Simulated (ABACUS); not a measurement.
Input of an ABACUS 3.10.1 run:

Contents of INPUT:

```
INPUT_PARAMETERS
suffix              Si
calculation         scf
basis_type          pw
pseudo_dir          ./
symmetry            1
dft_functional      pz
ecutwfc             40
pseudo_rcut         10
nspin               1
nbands              18
ks_solver           dav
smearing_method     fd
smearing_sigma      0.00367493
scf_thr             1e-08
scf_nmax            100
mixing_type         broyden
mixing_beta         0.7
cal_force           1
cal_stress          1
ecutrho             320
out_chg             1
kpar                4
```

Contents of STRU:

```
ATOMIC_SPECIES
Si 28.0850 si_lda_v1.uspp.F.UPF

LATTICE_CONSTANT
1.8897261246

LATTICE_VECTORS
3.8313174605 0.0000000000 0.0000000000
-1.9156587303 3.3180182508 0.0000000000
0.0000000000 0.0000000000 6.3326220002

ATOMIC_POSITIONS
Direct

Si
0.0
4
0.6666666667 0.3333333333 0.9369905000 1 1 1
0.3333333333 0.6666666667 0.4369905000 1 1 1
0.6666666667 0.3333333333 0.5630095000 1 1 1
0.3333333333 0.6666666667 0.0630095000 1 1 1
```

Contents of KPT:

```
K_POINTS
0
Gamma
6 6 3 0 0 0
```

Potentials or basis: GBRV ultrasoft 1.5 LDA, plane waves.

Command:

```sh
$ OMP_NUM_THREADS=1 mpirun -np 4 abacus > log
```

Problem. Predict the largest force.

Solution. 0.018 eV/Å.

Problem. Estimate the pressure.

Solution. -2.1 GPa.

Problem. Predict the band gap on the k mesh.

Solution. 0.31 eV, indirect (least direct gap 0.92 eV).

Forces on the atoms (eV/Å):
```
Si   0.000  0.000  0.018
Si   0.000  0.000  0.018
Si   0.000  0.000 -0.018
Si   0.000  0.000 -0.018
```

Caveat: an odd mesh through Γ misses points on the zone boundary, where band edges often lie.
